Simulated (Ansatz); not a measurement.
Runs of Ansatz 0.2.0 on Sb. It takes space group P2_1/m (No. 11, monoclinic). Conventional cell: a = 3.122 Å, b = 4.348 Å, c = 4.406 Å, α = 90.00°, β = 90.51°, γ = 90.00°. Around Sb (site symmetry m) lie 6 Sb at 3.04 to 3.15 Å. This isn't the form of Sb at room conditions, which is rhombohedral.

```tsv
potentials or basis	spin	k mesh	cutoff (eV)	basis error allowed	mesh quality	pressure (GPa)	largest force (eV/Å)
all-electron LAPW, non-relativistic	off	9 × 6 × 6	204	0.001 eV/atom	not flagged	-2.3	0.10
all-electron LAPW, inner shells corrected to Dirac's equation	off	9 × 6 × 6	205	0.001 eV/atom	not flagged	-2.2	0.05
all-electron PAW datasets made for the crystal	off	9 × 6 × 6	140	-	not flagged	-2.2	0.05
all-electron LAPW, relativistic spinors	SOC, no magnetisation	7 × 4 × 4	205	0.001 eV/atom	coarse	(a)	0.10
all-electron LAPW, scalar-relativistic	off	9 × 6 × 6	205	0.001 eV/atom	not flagged	-2.2	0.05
```

Alike in all rows: task band structure; level PBEsol; cell as given; smearing fermi-dirac 0.05 eV.

**Question.** Fill in the values left out.

**Answer.** (a) -2.1.

Caveats: some runs use coarse meshes; relativity is left out, which matters for the heavier elements (some runs); the k mesh is thin for a metal, which can move the energy by tens of meV per atom (some runs).

The runs don't all hold the same shells in valence.
